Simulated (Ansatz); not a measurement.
The system is CoO.

```
CELL_PARAMETERS angstrom
3.19765 0.00000 0.00000
-1.59882 2.76924 0.00000
0.00000 0.00000 5.22871
ATOMIC_POSITIONS crystal
Co 0.33333 0.66667 0.50336
Co 0.00000 0.00000 0.00347
O 0.33333 0.66667 0.87156
O 0.00000 0.00000 0.37161
```

Measurements of this composition are mostly on another form, of space group No. 225.

Base run:

| Item | Value |
| --- | --- |
| Program | Ansatz 0.2.0 |
| Functional | PBE |
| Potentials or basis | Ansatz PAW |
| Cutoff | 420 eV (not typed: the program's choice for these potentials) |
| k mesh | 8 × 8 × 5 |
| Occupations | fermi-dirac, width 0.05 eV |
| Spin | collinear spin, ferromagnetic start |
| Starting moments | [2.5, 2.5, 0.0, 0.0] μB |
| Fixed moment | 5 μB |

Its results: pressure -3.1 GPa; site moments Co +2.03; O +0.23 μB; largest force 0.335 eV/Å.

**Question.** After a change of settings the same cell gave: pressure -10.9 GPa; site moments Co +1.28, +1.29; O +0.09 μB; largest force 0.169 eV/Å. Which change was it?
A. fixed moment from 5 μB to 6 μB; moments at the start from [2.5, 2.5, 0.0, 0.0] to [3.0, 3.0, 0.0, 0.0]
B. fixed moment from 5 μB to 4 μB; moments at the start from [2.5, 2.5, 0.0, 0.0] to [2.0, 2.0, 0.0, 0.0]
C. fixed moment from 5 μB to 3 μB; moments at the start from [2.5, 2.5, 0.0, 0.0] to [1.5, 1.5, 0.0, 0.0]
D. fixed moment from 5 μB to 8 μB; moments at the start from [2.5, 2.5, 0.0, 0.0] to [4.0, 4.0, 0.0, 0.0]

**Answer.** C.

Caveats: the total moment is fixed, so each spin has its own Fermi level; the thresholds are loose for stress.
